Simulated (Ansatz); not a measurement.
# LiH: band structure with m-r2SCAN

The system is LiH.

```xyz
2
Lattice="0.0000 2.0368 2.0368 2.0368 0.0000 2.0368 2.0368 2.0368 0.0000" Properties=species:S:1:pos:R:3 pbc="T T T"
Li    0.0000    0.0000    0.0000
H     2.0368    2.0368    2.0368
```

- Program: Ansatz 0.2.0
- Task: band structure
- Functional: m-r2SCAN
- Potentials or basis: PseudoDojo stringent (PBE files)
- Cutoff: 1306 eV
- Density cutoff: 10449 eV
- k mesh: 11 × 11 × 11
- Occupations: tetrahedron uncorrected
- Spin: no spin polarisation
- Path: [["G", "X", "W", "K", "G", "L", "U", "W", "L", "K"], ["U", "X"]]
- Points for each segment of the path: 14

* Pressure: -1.5 GPa
* Band gap on the k mesh: 3.86 eV, direct
* Band gap along the path: 3.67 eV, direct

Levels at the corners of the path, in eV from the valence-band top:
```csv
point,band 1,band 2,band 3,band 4,band 5
Γ,-45.49,-5.33,16.88,18.73,18.73
X,-45.44,0.00,3.67,11.51,11.51
W,-45.44,-0.20,5.97,5.97,12.33
K,-45.44,-0.45,4.83,8.18,12.66
Γ,-45.49,-5.33,16.88,18.73,18.73
L,-45.45,-2.46,5.43,14.50,17.56
U,-45.44,-0.45,4.83,8.18,12.66
W,-45.44,-0.20,5.97,5.97,12.33
L,-45.45,-2.46,5.43,14.50,17.56
K,-45.44,-0.45,4.83,8.18,12.66
U,-45.44,-0.45,4.83,8.18,12.66
X,-45.44,0.00,3.67,11.51,11.51
```

It took 25 s on 1 thread of AMD EPYC 9R45 96-Core Processor (Zen 5) (shared host), peak memory 0.88 GiB.

Caveat: the meta-GGA runs on potentials made for a GGA; the k mesh misses the band edges, so the gap on the mesh is wider than the one along the path; the potentials were made for another functional, which shifts forces and pressure.
